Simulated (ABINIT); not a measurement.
# Ge (P6_3/mmc) in ABINIT: further runs, part 2 of 2

ABINIT 10.8.3 (patched build). The steps go on from the part before.

## 3. Single point, LDA

run.abi

```
# Pseudopotentials
pp_dirpath "./"
pseudos "Ge.upf"

# Structure
acell 7.5543424031 7.5543424033 12.4710169184
rprim
     1.0000000000     0.0000000000     0.0000000000
    -0.5000000000     0.8660254038     0.0000000000
     0.0000000000     0.0000000000     1.0000000000
ntypat 1
znucl 32
natom 4
typat 1 1 1 1
xred
     0.3333333333     0.6666666667     0.9370987500
     0.6666666667     0.3333333333     0.4370987500
     0.3333333333     0.6666666667     0.5629012500
     0.6666666667     0.3333333333     0.0629012500

# Plane-wave basis
ecut 952.398519 eV

# k points
kptopt 1
ngkpt 6 6 3
nshiftk 1
shiftk 0.0 0.0 0.0

# Exchange and correlation
ixc 7

# Bands and occupations
nband 34
occopt 3
tsmear 0.05 eV

# SCF cycle
nstep 100
tolvrs 1.0e-10

# Output
iomode 3
prtwf 0
prtden 0
prteig 0
prtebands 0
enunit 1
```

Potentials or basis: PseudoDojo NC SR LDA v0.4.1 standard.

Run with:

```console
$ abinit run.abi > log 2>&1
```

run.abo:

```text
.Version 10.8.3 of ABINIT
 Symmetries : space group P6_3/m m c (#194); Bravais hP (primitive hexag.)
================================================================================
 Values of the parameters that define the memory need of the present run
     intxc =       0    ionmov =       0      iscf =       7    lmnmax =       6
     lnmax =       6     mgfft =      72  mpssoang =       3    mqgrid =    3322
     natom =       4  nloc_mem =       1    nspden =       1   nspinor =       1
    nsppol =       1      nsym =      24    n1xccc =    2501    ntypat =       1
    occopt =       3   xclevel =       1
       mpw =        6123          nfft =      145800          nkpt =          14
================================================================================
================================================================================

--------------------------------------------------------------------------------
------------- Echo of variables that govern the present computation ------------
--------------------------------------------------------------------------------
 -outvars: echo values of preprocessed input variables --------
            acell      7.5543424031E+00  7.5543424033E+00  1.2471016918E+01 Bohr
              amu      7.26100000E+01
             ecut      3.50000000E+01 Hartree
           enunit           1
              ixc           7
         kptrlatt        6    0    0      0    6    0      0    0    3
          kptrlen      3.74130508E+01
            natom           4
            nband          34
            ngfft          45      45      72
             nkpt          14
            nstep         100
             nsym          24
           ntypat           1
           occopt           3
           prtden           0
        prtebands           0
           prteig           0
            prtwf           0
            rprim      1.0000000000E+00  0.0000000000E+00  0.0000000000E+00
                      -5.0000000000E-01  8.6602540380E-01  0.0000000000E+00
                       0.0000000000E+00  0.0000000000E+00  1.0000000000E+00
          spgroup         194
           tolvrs      1.00000000E-10
           tsmear      1.83746611E-03 Hartree
            typat      1  1  1  1
           xangst     -3.5278688077E-11  2.3080072611E+00  6.1842688235E+00
                       1.9987929202E+00  1.1540036306E+00  2.8845798508E+00
                      -3.5278688077E-11  2.3080072611E+00  3.7147980948E+00
                       1.9987929202E+00  1.1540036306E+00  4.1510912200E-01
            xcart     -6.6667058548E-11  4.3615016202E+00  1.1686574365E+01
                       3.7771712015E+00  2.1807508101E+00  5.4510659063E+00
                      -6.6667058548E-11  4.3615016202E+00  7.0199510121E+00
                       3.7771712015E+00  2.1807508101E+00  7.8444255294E-01
             xred      3.3333333333E-01  6.6666666667E-01  9.3709875000E-01
                       6.6666666667E-01  3.3333333333E-01  4.3709875000E-01
                       3.3333333333E-01  6.6666666667E-01  5.6290125000E-01
                       6.6666666667E-01  3.3333333333E-01  6.2901250000E-02
            znucl       32.00000

================================================================================

 chkinp: Checking input parameters for consistency.

================================================================================
== DATASET  1 ==================================================================

--- !DatasetInfo
iteration_state: {dtset: 1, }
dimensions: {natom: 4, nkpt: 14, mband: 34, nsppol: 1, nspinor: 1, nspden: 1, mpw: 6123, }
cutoff_energies: {ecut:  35.0, pawecutdg:  -1.0, }
electrons: {nelect:   5.60000000E+01, charge:   0.00000000E+00, occopt:   3.00000000E+00, tsmear:   1.83746611E-03, }
meta: {optdriver: 0, ionmov: 0, optcell: 0, iscf: 7, paral_kgb: 0, }
[... 86 lines left out ...]
 ------------------------------------------------
 Atom  Sphere_radius  Integrated_density
    1        2.00000         11.57808016
    2        2.00000         11.57808016
    3        2.00000         11.57808016
    4        2.00000         11.57808016
================================================================================

 ----iterations are completed or convergence reached----

 Mean square residual over all n,k,spin=   22.249E-09; max=  94.161E-07
 reduced coordinates (array xred) for    4 atoms
       0.333333333333      0.666666666667      0.937098750000
       0.666666666667      0.333333333333      0.437098750000
       0.333333333333      0.666666666667      0.562901250000
       0.666666666667      0.333333333333      0.062901250000
 rms dE/dt=  1.7239E-03; max dE/dt=  2.9860E-03; dE/dt below (all hartree)
    1       0.000000000000      0.000000000000      0.002985963709
    2      -0.000000000000      0.000000000000      0.002985963709
    3       0.000000000000     -0.000000000000     -0.002985963709
    4       0.000000000000      0.000000000000     -0.002985963709

 cartesian coordinates (angstrom) at end:
    1     -0.00000000003528     2.30800726114694     6.18426882352993
    2      1.99879292016572     1.15400363057347     2.88457985076696
    3     -0.00000000003528     2.30800726114694     3.71479809475898
    4      1.99879292016572     1.15400363057347     0.41510912199601

 cartesian forces (hartree/bohr) at end:
    1     -0.00000000000000    -0.00000000000000    -0.00023943225550
    2      0.00000000000000    -0.00000000000000    -0.00023943225550
    3     -0.00000000000000     0.00000000000000     0.00023943225550
    4      0.00000000000000    -0.00000000000000     0.00023943225550
 frms,max,avg= 1.3823628E-04 2.3943226E-04   0.000E+00  0.000E+00  0.000E+00 h/b

 cartesian forces (eV/Angstrom) at end:
    1     -0.00000000000000    -0.00000000000000    -0.01231210160646
    2      0.00000000000000    -0.00000000000000    -0.01231210160646
    3     -0.00000000000000     0.00000000000000     0.01231210160646
    4      0.00000000000000    -0.00000000000000     0.01231210160646
 frms,max,avg= 7.1083952E-03 1.2312102E-02   0.000E+00  0.000E+00  0.000E+00 e/A
 length scales=  7.554342403100  7.554342403300 12.471016918400 bohr
              =  3.997585840367  3.997585840473  6.599377945526 angstroms
 Fermi (or HOMO) energy (eV) =   3.77448   Average Vxc (eV)= -10.37234
 Eigenvalues (   eV  ) for nkpt=  14  k points:
 kpt#   1, nband= 34, wtk=  0.00926, kpt=  0.0000  0.0000  0.0000 (reduced coord)
 -21.20501  -21.20501  -21.16722  -21.16693  -21.16693  -21.15385  -21.14111  -21.14111
 -21.08922  -21.08922  -20.96567  -20.96567  -20.95291  -20.93706  -20.93239  -20.93239
 -20.91491  -20.91491  -20.88522  -20.88522   -8.99785   -6.96841   -3.83093    2.34540
   2.34540    3.59441    3.61133    3.66154    3.93483    3.93483    6.06598    6.06598
   6.54089    8.35123
 prteigrs : prtvol=0 or 1, do not print more k-points.

--- !EnergyTerms
iteration_state     : {dtset: 1, }
comment             : Components of total free energy in Hartree
kinetic             :  2.67560679700423E+02
hartree             :  1.11313278598649E+02
xc                  : -8.58468259607660E+01
Ewald energy        : -1.96672287099796E+02
psp_core            :  1.10102651026399E+01
local_psp           : -2.79287178338993E+02
non_local_psp       : -1.85011447378460E+02
internal            : -3.56933515376304E+02
'-kT*entropy'       : -4.95081813415152E-05
total_energy        : -3.56933564884485E+02
total_energy_eV     : -9.71265709822665E+03
band_energy         : -3.20303627619577E+01
...

 Cartesian components of stress tensor (hartree/bohr^3)
  sigma(1 1)=  1.20628162E-04  sigma(3 2)=  0.00000000E+00
  sigma(2 2)=  1.20628160E-04  sigma(3 1)=  0.00000000E+00
  sigma(3 3)=  1.37870177E-04  sigma(2 1)=  2.74890978E-13

-Cartesian components of stress tensor (GPa)         [Pressure= -3.7181E+00 GPa]
- sigma(1 1)=  3.54900305E+00  sigma(3 2)=  0.00000000E+00
- sigma(2 2)=  3.54900300E+00  sigma(3 1)=  0.00000000E+00
- sigma(3 3)=  4.05628066E+00  sigma(2 1)=  8.08757180E-09

== END DATASET(S) ==============================================================
================================================================================

 -outvars: echo values of variables after computation  --------
            acell      7.5543424031E+00  7.5543424033E+00  1.2471016918E+01 Bohr
           etotal     -3.5693356488E+02
            fcart     -2.8514939668E-28 -8.2315540462E-28 -2.3943225550E-04
                       8.5544819003E-28 -8.2315540460E-28 -2.3943225550E-04
                      -8.5544819003E-28  3.4572526994E-27  2.3943225550E-04
                       2.8514939668E-28 -1.8109418901E-27  2.3943225550E-04
            rprim      1.0000000000E+00  0.0000000000E+00  0.0000000000E+00
                      -5.0000000000E-01  8.6602540380E-01  0.0000000000E+00
                       0.0000000000E+00  0.0000000000E+00  1.0000000000E+00
           strten      1.2062816182E-04  1.2062816022E-04  1.3787017726E-04
                       0.0000000000E+00  0.0000000000E+00  2.7489097823E-13
           xangst     -3.5278688077E-11  2.3080072611E+00  6.1842688235E+00
                       1.9987929202E+00  1.1540036306E+00  2.8845798508E+00
                      -3.5278688077E-11  2.3080072611E+00  3.7147980948E+00
                       1.9987929202E+00  1.1540036306E+00  4.1510912200E-01
             xred      3.3333333333E-01  6.6666666667E-01  9.3709875000E-01
                       6.6666666667E-01  3.3333333333E-01  4.3709875000E-01
                       3.3333333333E-01  6.6666666667E-01  5.6290125000E-01
                       6.6666666667E-01  3.3333333333E-01  6.2901250000E-02
 Calculation completed.
```

Wall time 96 s (1 thread of Intel Xeon 6975P-C (Granite Rapids), shared host); peak memory 0.12 GiB.

What came out:

| Quantity | Value |
| --- | --- |
| Free energy | -9712.6571 eV |
| Largest force | 0.012 eV/Å |
| Band gap on the k mesh | 0.27 eV, direct |
| Valence electrons inside the program's atomic spheres | Ge 11.58 (radii [1.0584] Å) |

Forces on the atoms (eV/Å):
```
Ge   0.000  0.000 -0.012
Ge   0.000  0.000 -0.012
Ge   0.000  0.000  0.012
Ge   0.000  0.000  0.012
```

Caveat: the cutoff is too short for stress, so the log's stress isn't used; an odd mesh through Γ misses points on the zone boundary, where band edges often lie.

## 4. Single point, PBEsol

Changes to run.abi since step 3:

```diff
@@ -14,7 +14,7 @@
 typat 1 1 1 1
-xred
-     0.3333333333     0.6666666667     0.9370987500
-     0.6666666667     0.3333333333     0.4370987500
-     0.3333333333     0.6666666667     0.5629012500
-     0.6666666667     0.3333333333     0.0629012500
+xcart
+    -0.0000000002     2.3080072628     6.1842688277
+     1.9987929217     1.1540036312     2.8845798527
+    -0.0000000002     2.3080072628     3.7147980973
+     1.9987929217     1.1540036312     0.4151091223 Angstrom
 
@@ -30,3 +30,3 @@
 # Exchange and correlation
-ixc 7
+ixc -116133
 
@@ -44,5 +44,8 @@
 prtwf 0
-prtden 0
 prteig 0
 prtebands 0
-enunit 1
+prtden 1
+prtvha 1
+prtvclmb 1
+prtpot 1
+prtelf 1
```

Potentials or basis: PseudoDojo NC SR PBEsol v0.4.1 standard.

Run with:

```console
$ abinit run.abi > log 2>&1
```

Run time: 2.7 min. Hardware: 1 thread of Intel Xeon Platinum 8375C at 2.90GHz (Ice Lake), shared host; peak memory 0.14 GiB.

Results (log left out):

* Free energy: -9709.0399 eV
* Pressure: -1.8 GPa
* Largest force: 0.021 eV/Å
* Band gap on the k mesh: 0.17 eV, direct
* Valence electrons inside the program's atomic spheres: Ge 11.56 (radii [1.0584] Å)

Forces on the atoms (eV/Å):
```
Ge   0.000  0.000 -0.021
Ge   0.000  0.000 -0.021
Ge   0.000  0.000  0.021
Ge   0.000  0.000  0.021
```

Stress tensor (GPa, compression positive):
```
-1.58  0.00  0.00
 0.00 -1.58  0.00
 0.00  0.00 -2.14
```

Levels at points of the mesh, in eV from the valence-band top:
| k point | band 24 | band 25 | band 26 | band 27 | band 28 | band 29 | band 30 | band 31 | band 32 | band 33 |
| --- | --- | --- | --- | --- | --- | --- | --- | --- | --- | --- |
| (0.00, 0.00, 0.00) | -1.43 | -1.43 | -0.11 | -0.09 | 0.00 | 0.17 | 0.17 | 2.29 | 2.29 | 2.78 |
| (0.50, 0.00, 0.00) | -6.71 | -4.55 | -3.02 | -2.78 | -1.40 | 0.51 | 1.65 | 3.54 | 3.72 | 4.35 |

Caveat: an odd mesh through Γ misses points on the zone boundary, where band edges often lie.
